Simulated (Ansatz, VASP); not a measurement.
**One calculation of SiGe, two programs**

Contents of INCAR:

```
PREC     = Accurate       # precision mode
ENCUT    = 520            # plane-wave cutoff, eV
EDIFF    = 1E-7           # SCF threshold, eV
ISMEAR   = 0              # smearing method
SIGMA    = 0.03           # smearing width, eV
LREAL    = F              # projectors in reciprocal space
LASPH    = T              # aspherical terms in the spheres
NELM     = 100            # most SCF steps
ALGO     = Normal         # electronic algorithm
ISIF     = 2              # what is computed and relaxed
LWAVE    = F              # write WAVECAR
LCHARG   = F              # write CHGCAR
GGA      = PS             # functional
NBANDS   = 26             # bands
```

The input KPOINTS:

```
regular mesh
0
Gamma
  12 12 6
```

POSCAR

```
SiGe
1.0
    3.9005968931      0.0000000000      0.0000000000
   -1.9502984466      3.3780159994      0.0000000000
    0.0000000000      0.0000000000      7.1682744590
Si Ge
2 2
Direct
    0.6666666667      0.3333333333      0.8745463420
    0.3333333333      0.6666666667      0.3745463420
    0.6666666667      0.3333333333      0.5004526580
    0.3333333333      0.6666666667      0.0004526580
```

Input for Ansatz:

```yaml
crystal:
  lattice:
    - [3.9005968931, 0.0, 0.0]
    - [-1.9502984466, 3.3780159994, 0.0]
    - [0.0, 0.0, 7.168274459]
  atoms:
    - { symbol: Si, position: [0.6666666667, 0.3333333333, 0.874546342] }
    - { symbol: Si, position: [0.3333333333, 0.6666666667, 0.374546342] }
    - { symbol: Ge, position: [0.6666666667, 0.3333333333, 0.500452658] }
    - { symbol: Ge, position: [0.3333333333, 0.6666666667, 0.000452658] }
basis:
  ecutwfc: 420
kpoints:
  mp_grid: { grid: [12, 12, 6] }
hamiltonian:
  xc: pbesol
scf:
  occupations: { method: gaussian, width: 0.03 }
output:
  forces: true
  stress: true
  eigenvalues: true
```

Change from the starting cell: strain +0.1125 x Voigt [0, 0, 1, 0, 0, 0], atoms carried along.

Alike in both runs: task single point; functional PBEsol; k mesh 12 × 12 × 6; occupations gaussian, width 0.03 eV; no spin polarisation.

```csv
,VASP,Ansatz
version,VASP 6.6.1,Ansatz 0.2.0
potentials or method,"VASP PAW PBE potentials, release 64 (Si, Ge_d)","scalar-relativistic, plane waves, PAW"
plane-wave cutoff (eV),520,420
valence electrons in the cell,36,36
```

Ansatz gave:

```
gap on the k mesh at the Fermi level (eV)       : none
pressure (GPa)                                  : -5.6
largest component of the traceless stress (GPa) : 8.97
rms of the force components (eV/Å)              : 0.180
```

**Question.** Which values does VASP return?

**Answer.** gap on the k mesh at the Fermi level (eV): none; pressure (GPa): -5.7; largest component of the traceless stress (GPa): 9.00; rms of the force components (eV/Å): 0.178.

Atom by atom the forces differ by 0.002 eV/Å (rms over components). A gap of «none» marks a metal or a gap that the smearing closes. With one functional, cell and mesh, what is left measures potentials, basis and numerics.

Caveats: the PAW data sets were made with another functional, which shifts forces and pressure a little (VASP).
